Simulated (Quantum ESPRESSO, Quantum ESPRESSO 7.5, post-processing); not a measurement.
# black phosphorene, 1 layer against a metal electrode, stepped through the charge of the slab

What law, if any, do the results for black phosphorene, 1 layer against a metal electrode follow against the charge of the slab?

Calculated with Quantum ESPRESSO 7.5; plane-wave DFT, PBE, GBRV ultrasoft pseudopotentials (geometry by pw.x at PBE-D3(BJ), GBRV ultrasoft).

Most raw output is cut from this account.

## (1) The starting structure

The cell holds 4 atoms: 4 P. Its edges and angles: a = 4.620 Å, b = 3.300 Å, c = 18.240 Å, α = 90.0°, β = 90.0°, γ = 90.0°. It derives from P. Vacuum lies along c.

Set-up: The slab is relaxed neutral under PBE-D3(BJ), then held. ESM with bc3: vacuum below and a metal electrode about 6 Å above the top atoms. Fermi-Dirac smearing of 0.004 Ry and a dense mesh. Charges are set per cell from the starting area.

Members 2, 3, 4.5, 6, 7 and 8 took the same steps and show in the table alone.

## (2) Relaxing cell and ions of the reference

What the set-up leaves free in this member is relaxed.

ref.relax.in reads:

```
&control
  prefix = 'ref.relax'
  outdir = './out'
  pseudo_dir = './pseudo'
  nstep = 80
  forc_conv_thr = 0.0004
  calculation = 'vc-relax'
  etot_conv_thr = 1e-06
/
&system
  ibrav = 0
  nat = 4
  ntyp = 1
  ecutwfc = 50
  ecutrho = 250
  vdw_corr = 'grimme-d3'
  dftd3_version = 4
  occupations = 'smearing'
  smearing = 'fd'
  degauss = 0.004
/
&electrons
  conv_thr = 1e-09
  mixing_beta = 0.4
  electron_maxstep = 120
  mixing_mode = 'plain'
/
&ions
/
&cell
  cell_dofree = '2Dxy'
  press_conv_thr = 0.3
/
ATOMIC_SPECIES
  P   30.9738  p_pbe_v1.5.uspp.F.UPF
CELL_PARAMETERS angstrom
  4.62000000000000 0.00000000000000 0.00000000000000
  0.00000000000000 3.30000000000000 0.00000000000000
  0.00000000000000 0.00000000000000 18.24000000000000
ATOMIC_POSITIONS crystal
  P   0.090000000000 0.000000000000 0.438596491228
  P   0.410000000000 0.500000000000 0.444078947368
  P   0.590000000000 0.500000000000 0.555921052632
  P   0.910000000000 0.000000000000 0.561403508772
K_POINTS automatic
  8 8 1 0 0 0
```

The run is started by

```sh
OMP_NUM_THREADS=1 mpirun -n 4 pw.x -nk 4 -in ref.relax.in > ref.relax.out
```

Elapsed: 4.2 min, on 4 MPI ranks of Intel Xeon Platinum 8559C (Emerald Rapids), shared host; peak memory 0.93 GiB.

The steps of the relaxation:

```csv
step,energy less that of the first step (eV),largest force (eV/Å),volume (Å³)
1,0.0000,1.0991,278.09
2,-0.0630,0.7930,277.59
3,-0.1087,0.2395,276.69
4,-0.1132,0.0977,275.98
5,-0.1144,0.0667,275.56
6,-0.1155,0.0523,275.11
7,-0.1168,0.0561,274.47
8,-0.1183,0.0580,273.53
9,-0.1198,0.0920,272.18
10,-0.1213,0.1262,270.26
11,-0.1224,0.1160,269.01
12,-0.1238,0.0687,267.85
13,-0.1252,0.0332,267.03
14,-0.1257,0.0544,267.14
15,-0.1264,0.0753,267.45
16,-0.1270,0.0653,267.58
17,-0.1274,0.0306,267.33
18,-0.1274,0.0053,267.02
19,-0.1274,0.0019,266.91
20,-0.1274,0.0018,266.91
```

```
cell as run  before  after  change
      a (Å)   4.620  4.439  -3.9 %
      b (Å)   3.300  3.297  -0.1 %
```

The atoms that moved most (Å, along periodic axes as changes of fractional coordinates times the final cell, across vacuum about the mean position):

| atom | dx | dy | dz | length |
| --- | --- | --- | --- | --- |
| P1 | -0.033 | 0.000 | 0.059 | 0.067 |
| P4 | 0.033 | 0.000 | -0.059 | 0.067 |
| P2 | 0.033 | 0.000 | -0.041 | 0.053 |
| P3 | -0.033 | 0.000 | 0.041 | 0.053 |

 The last row is no step: it is a fresh SCF in the final cell with a new plane-wave basis, +0 meV from the row before.

Numbers from this step:

- free energy: -845.4052 eV
- Fermi energy: -1.117 eV

## (3) SCF with pw.x, 0 ×10¹³ e/cm²

A run under open boundaries on these atoms gives the vacuum levels.

Level of this step: plane-wave DFT, PBE, GBRV ultrasoft pseudopotentials (Quantum ESPRESSO 7.5).

m2.esm.in reads:

```
&control
  prefix = 'm2.esm'
  outdir = './out'
  pseudo_dir = './pseudo'
  calculation = 'scf'
  tprnfor = .true.
/
&system
  ibrav = 0
  nat = 4
  ntyp = 1
  ecutwfc = 40
  ecutrho = 200
  occupations = 'smearing'
  smearing = 'fd'
  degauss = 0.004
  assume_isolated = 'esm'
  esm_bc = 'bc3'
  tot_charge = 0.0
/
&electrons
  conv_thr = 1e-08
  mixing_beta = 0.4
  electron_maxstep = 120
  mixing_mode = 'plain'
/
ATOMIC_SPECIES
  P   30.9738  p_pbe_v1.5.uspp.F.UPF
CELL_PARAMETERS angstrom
  4.43897532300000 0.00000000000000 0.00000000000000
  0.00000000000000 3.29655474000000 0.00000000000000
  0.00000000000000 0.00000000000000 18.24000000000000
ATOMIC_POSITIONS crystal
  P   0.082612004200 0.000000000000 0.051477086907
  P   0.417472905900 0.500000000000 0.051476548507
  P   0.582527094100 0.500000000000 0.167821697107
  P   0.917387995800 0.000000000000 0.167821158707
K_POINTS automatic
  16 22 1 0 0 0
```

The run is started by

```sh
OMP_NUM_THREADS=1 mpirun -n 4 pw.x -nk 4 -in m2.esm.in > m2.esm.out
```

Run time: 1.7 min. Hardware: 4 MPI ranks; peak memory 0.76 GiB.

Numbers from this step:

* Fermi energy: -4.535 eV
* vacuum line at the lower end of the cell, over the Fermi level: 4.537 eV
* slope of the potential above: 2.07e-5 eV/Å
* vacuum line at the upper end of the cell, over the Fermi level: 4.535 eV

Electrostatic potential energy of an electron; zero at the Fermi level. The potential energy, planar mean by z:

z (Å), potential energy, planar mean (eV) and a bar from the least value:
```
     -9.0        4.5 ##############################
     -8.5        4.5 ##############################
     -8.0        4.5 ##############################
     -7.5        4.5 ##############################
     -7.0        4.5 ##############################
     -6.5        4.5 ##############################
     -6.0        4.5 ##############################
     -5.5        4.5 ##############################
     -5.0        4.5 ##############################
     -4.5        4.5 ##############################
     -4.0        4.5 ##############################
     -3.5        4.5 ##############################
     -3.0        4.5 ##############################
     -2.5        4.5 ##############################
     -2.0        4.5 ##############################
     -1.5        4.5 ##############################
     -1.0        4.4 ##############################
     -0.5        3.7 #############################
      0.0        0.9 #########################
      0.5       -9.4 ###########
      1.0      -17.4 
      1.5       -7.0 ##############
      2.0       -0.8 #######################
      2.5       -6.9 ##############
      3.0      -17.4 
      3.5       -9.4 ###########
      4.0        0.9 #########################
      4.5        3.7 #############################
      5.0        4.4 ##############################
      5.5        4.5 ##############################
      6.0        4.5 ##############################
      6.5        4.5 ##############################
      7.0        4.5 ##############################
      7.5        4.5 ##############################
      8.0        4.5 ##############################
      8.5        4.5 ##############################
      9.0        4.5 ##############################
```

Inside the slab this potential holds the local part of the pseudopotentials, which can be repulsive at the nuclei; only its value in the vacuum has a meaning of its own.

## (4) Ground state, 1 ×10¹³ e/cm²

m3.esm.in is the input of step 3 with these lines changed:

```diff
@@ -1,3 +1,3 @@
 &control
-  prefix = 'm2.esm'
+  prefix = 'm3.esm'
   outdir = './out'
@@ -18,3 +18,3 @@
   esm_bc = 'bc3'
-  tot_charge = 0.0
+  tot_charge = 0.01525
 /
@@ -25,2 +25,3 @@
   mixing_mode = 'plain'
+  startingpot = 'file'
 /
```

The run is started by

```sh
cp -r out/m2.esm.save out/m3.esm.save
OMP_NUM_THREADS=1 mpirun -n 4 pw.x -nk 4 -in m3.esm.in > m3.esm.out
```

Elapsed: 96 s, on 4 MPI ranks; peak memory 0.74 GiB.

This step gave:

```
Fermi energy                                                   : -5.810 eV
vacuum line at the lower end of the cell, over the Fermi level : 4.898 eV
slope of the potential above                                   : 0.1882 eV/Å
vacuum line at the upper end of the cell, over the Fermi level : 5.810 eV
```

Inside the slab this potential holds the local part of the pseudopotentials, which can be repulsive at the nuclei; only its value in the vacuum has a meaning of its own.

## (5) Self-consistent run, -1.5 ×10¹³ e/cm²

m1.esm.in is the input of step 4 with these lines changed:

```diff
@@ -1,3 +1,3 @@
 &control
-  prefix = 'm3.esm'
+  prefix = 'm1.esm'
   outdir = './out'
@@ -18,3 +18,3 @@
   esm_bc = 'bc3'
-  tot_charge = 0.01525
+  tot_charge = -0.02287
 /
```

The run is started by

```sh
cp -r out/m2.esm.save out/m1.esm.save
OMP_NUM_THREADS=1 mpirun -n 4 pw.x -nk 4 -in m1.esm.in > m1.esm.out
```

Elapsed: 2 min, on 4 MPI ranks; peak memory 0.64 GiB.

This step gave:

```
Fermi energy                                                   : -2.806 eV
vacuum line at the lower end of the cell, over the Fermi level : 4.162 eV
slope of the potential above                                   : -0.2821 eV/Å
vacuum line at the upper end of the cell, over the Fermi level : 2.807 eV
```

Inside the slab this potential holds the local part of the pseudopotentials, which can be repulsive at the nuclei; only its value in the vacuum has a meaning of its own.

## (6) Self-consistent run, -3 ×10¹³ e/cm²

m0.esm.in is the input of step 5 with these lines changed:

```diff
@@ -1,3 +1,3 @@
 &control
-  prefix = 'm1.esm'
+  prefix = 'm0.esm'
   outdir = './out'
@@ -18,3 +18,3 @@
   esm_bc = 'bc3'
-  tot_charge = -0.02287
+  tot_charge = -0.04574
 /
```

The run is started by

```sh
cp -r out/m1.esm.save out/m0.esm.save
OMP_NUM_THREADS=1 mpirun -n 4 pw.x -nk 4 -in m0.esm.in > m0.esm.out
```

Run time: 1.8 min. Hardware: 4 MPI ranks; peak memory 0.59 GiB.

Read from the output:

```
Fermi energy                                                   : -1.441 eV
vacuum line at the lower end of the cell, over the Fermi level : 4.130 eV
slope of the potential above                                   : -0.5642 eV/Å
vacuum line at the upper end of the cell, over the Fermi level : 1.442 eV
```

Inside the slab this potential holds the local part of the pseudopotentials, which can be repulsive at the nuclei; only its value in the vacuum has a meaning of its own.

## (7) The series side by side

The series in one table:

```
the charge of the slab (positive: electrons removed)  electrode's level over the Fermi level (eV)  far face's level over the Fermi level (eV)  field in the gap (eV/Å)
                                      -3 ×10¹³ e/cm²                                        1.442                                        4.13                  -0.5642
                                    -1.5 ×10¹³ e/cm²                                        2.807                                       4.162                  -0.2821
                                       0 ×10¹³ e/cm²                                        4.535                                       4.537                2.072e-05
                                       1 ×10¹³ e/cm²                                         5.81                                       4.898                   0.1882
                                       2 ×10¹³ e/cm²                                        6.782                                       4.954                   0.3762
                                       3 ×10¹³ e/cm²                                        7.742                                       4.995                   0.5644
                                     4.5 ×10¹³ e/cm²                                        9.166                                       5.035                   0.8466
                                       6 ×10¹³ e/cm²                                        10.58                                       5.059                    1.129
                                       7 ×10¹³ e/cm²                                        11.53                                       5.071                    1.317
                                       8 ×10¹³ e/cm²                                        12.48                                       5.086                    1.505
```

## (8) A check by hand

Last interval: C = Δσ/ΔV = 0.00104 e/Å² / 0.949 V × 1602 = 1.76 µF/cm².

## (9) What came out

```
mean capacitance at positive charge : 1.69 μF/cm²
effective gap ε₀/C                  : 5.25 Å
top atoms to electrode              : 6.06 Å
```

The series holds 10 members; mean capacitance at positive charge: 1.69 μF/cm²; effective gap ε₀/C: 5.25 Å; top atoms to electrode: 6.06 Å (PBE, GBRV ultrasoft). Interval by interval C lies between 1.31 and 1.83 µF/cm², least between 0 and 1×10¹³ e/cm², where the slab has few states at the Fermi level. The far face's level moves by 0.96 eV over the series, so the slab's own states take part of the voltage. The labels count charge on the starting cell; on the relaxed cell the densities are 1.042 times as large. Vacuum fills the gap; ions don't answer the charge; added electrons can spill towards the electrode at the most negative charges.

[Logs are printed without paths, hosts, clocks, repeated set-up lines and the standing remarks that a program may print on its own settings, such as how far it seeks lower states.]

[Hosts, paths, dates, database ids (printed as entryN), source tags and the programs' standing remarks are cut or masked in the printed files.]

[Maps of the electrostatic potential energy from Ansatz leave out the sawtooth potential of an applied field or a dipole correction, so their vacuum need not be flat; planar profiles and work functions include it.]
